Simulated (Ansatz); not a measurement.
# AlGa₃N₄: hydrostatic pressure series

All numbers below come from DFT PBEsol, scalar-relativistic, plane waves, PAW in Ansatz. Run with 420 eV cutoff, 6×8×6 k-mesh, Gaussian smearing of 0.02 eV, no spin polarisation.

Starting point, cell and atoms relaxed:

```
Al Ga N
1.0
     5.14235    0.00000    0.00012
     0.00000    3.16498    0.00000
    -0.00359    0.00000    5.47849
Al Ga N
1 3 4
Direct
  0.00060 0.50000 0.66736
  0.49912 0.50000 0.33492
  0.49903 0.00000 0.83156
  0.99986 0.00000 0.16618
  0.11967 0.50000 0.34010
  0.11765 0.00000 0.82638
  0.62044 0.00000 0.16622
  0.63123 0.50000 0.66730
```

Cell and atoms are relaxed at each pressure within the symmetry of the start, at zero temperature, so transitions that lower the symmetry aren't seen. The k-mesh given is that at zero pressure and may differ at others. Gaps are Kohn–Sham gaps over the whole zone.

Problem. Give the structure at -2 GPa.

Solution.
```
Al Ga N
1.0
     5.16119    0.00000    0.00012
     0.00000    3.17630    0.00000
    -0.00360    0.00000    5.49805
Al Ga N
1 3 4
Direct
  0.00060 0.50000 0.66735
  0.49913 0.50000 0.33490
  0.49910 0.00000 0.83157
  0.99981 0.00000 0.16621
  0.11967 0.50000 0.34008
  0.11766 0.00000 0.82641
  0.62046 0.00000 0.16622
  0.63117 0.50000 0.66725
```
The structure is monoclinic, space group Pm (No. 6). Conventional cell: a = 5.161 Å, b = 3.176 Å, c = 5.498 Å, α = 90.00°, β = 90.04°, γ = 90.00°. Around Al (site symmetry m) lie 4 N at 1.90 to 1.91 Å. Ga (site symmetry m) is surrounded by 4 N at 1.94 to 1.96 Å. Around Ga (site symmetry m) lie 4 N at 1.94 to 1.97 Å. Ga (site symmetry m) is surrounded by 4 N at 1.95 to 1.97 Å. N (site symmetry m) is surrounded by 1 Al at 1.90 Å and 3 Ga at 1.95 to 1.96 Å. Around N (site symmetry m) lie 2 Al at 1.91 Å and 2 Ga at 1.97 Å. N (site symmetry m) has 4 Ga at 1.94 to 1.96 Å as nearest neighbours. N (site symmetry m) is surrounded by 1 Al at 1.91 Å and 3 Ga at 1.95 Å.